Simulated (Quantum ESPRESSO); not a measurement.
NaH under changes of volume

One of the cells (14.527 Å³/atom); the others are scaled copies at fixed shape and fractional positions:

```xyz
2
Lattice="0.0000 2.4400 2.4400 2.4400 0.0000 2.4400 2.4400 2.4400 0.0000" Properties=species:S:1:pos:R:3 pbc="T T T"
Na    0.0000    0.0000    0.0000
H     2.4400    2.4400    2.4400
```

```yaml
Program: Quantum ESPRESSO 7.5
Functional: PBEsol
Potentials_or_basis: GBRV 1.5 PBEsol
Cutoff: 612 eV
Density_cutoff: 4898 eV
k_mesh: 9 × 9 × 9
Occupations: fermi-dirac, width 0.05 eV
Spin: no spin polarisation
```

```csv
volume (Å³/atom),energy over the lowest point (meV/atom),pressure (GPa),gap on the mesh (eV)
13.655,0.01,0.2,3.93
13.946,0.00,-0.3,3.89
14.236,0.86,-0.7,3.86
14.527,?,?,?
14.817,4.87,-1.5,3.79
15.108,7.88,-1.9,3.75
15.398,11.48,-2.2,3.72
```

What does the run at 14.527 Å³/atom give?

Energy over the lowest point 2.51 meV/atom; pressure -1.2 GPa; gap on the mesh 3.82 eV.

Worked out: A Birch-Murnaghan fit of order 3 (a polynomial in V^(-2/3)) to the other rows has its minimum at 13.80 Å³/atom with B0 = V·E''(V) = 24 GPa and B' = 3.6. It gives 2.51 meV/atom at 14.527 Å³/atom, against the run's 2.51, and -dE/dV = -1.1 GPa, against -1.2. A straight line through the other rows of the gap, of slope -1.75 eV per unit of ln V, gives 3.82 eV, against the run's 3.82.

Energies are extrapolated to zero smearing.

Caveats: an odd mesh through Γ misses points on the zone boundary, where band edges often lie.
